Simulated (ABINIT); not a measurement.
Wanted: an ASE script for an ABINIT 10.8.3 (patched build) run.

| Item | Value |
| --- | --- |
| Task | single point |
| Functional | PBE |
| Potentials or basis | JTH PAW PBE v2.0 |
| Cutoff | 517 eV |
| k mesh | 12 × 12 × 3 |
| Occupations | fermi-dirac, width 0.05 eV |
| Spin | no spin polarisation |
| Fine-grid cutoff | 1034.03 eV |
| Exchange and correlation inside the PAW spheres | full angular mesh (pawxcdev 0, this build's default; the released program takes 1) |

C, a slab with vacuum:

```xyz
2
Lattice="2.4562 0.0000 0.0000 -1.2281 2.1271 0.0000 0.0000 0.0000 8.5238" Properties=species:S:1:pos:R:3 pbc="T T T"
C     1.2281    0.7090    0.0000
C     0.0000    1.4181    0.0000
```

These files were run (other wordings do the same):

run.py

```python
import json, os
import numpy as np
from ase.units import GPa
from ase.calculators.abinit import Abinit, AbinitProfile
from ase import Atoms

atoms = Atoms(['C', 'C'],
              cell=[[2.4561701622, 0.0, 0.0], [-1.2280850811, 2.1271057565, 0.0], [0.0, 0.0, 8.52380336]],
              scaled_positions=[[0.6666666667, 0.3333333333, 0.0], [0.3333333333, 0.6666666667, 0.0]],
              pbc=True)

profile = AbinitProfile(command='abinit', pp_paths=[os.path.abspath('pseudos')])
params = dict(
    pps='pawxml', xc='PBE',
    ecut=517.0163,
    pawecutdg=1034.0327,
    pawovlp=30,
    kptopt=1,
    ngkpt=[12, 12, 3],
    nshiftk=1,
    shiftk=[0.0, 0.0, 0.0],
    ixc=11,
    nband=8,
    occopt=3,
    tsmear=0.05,
    nstep=100,
    tolvrs=1e-09,
    prtwf=0,
    prtden=0,
)

atoms.calc = Abinit(profile=profile, directory='run', **params)
energy = atoms.get_potential_energy()
forces = atoms.get_forces()
stress = atoms.get_stress()
print(f'energy {energy:.6f} eV')
print('forces (eV/A)')
print(np.round(forces, 5))
print('stress (GPa, Voigt, tension positive)', np.round(stress / GPa, 4))
json.dump(dict(energy=energy, forces=forces.tolist(), stress=stress.tolist(), cell=atoms.cell.tolist(), frac=atoms.get_scaled_positions(wrap=False).tolist()), open('results.json', 'w'))
```

Potentials or basis: JTH PAW PBE v2.0.

Launch:

```sh
$ python run.py
```

It gave:

```json
{
  "Band gap on the k mesh": "none (metal or under the smearing width)"
}
```

Caveat: the atomic spheres overlap.

Wall time 11 s on 1 thread of Arm Neoverse V2, on a shared host, peak memory 0.09 GiB.
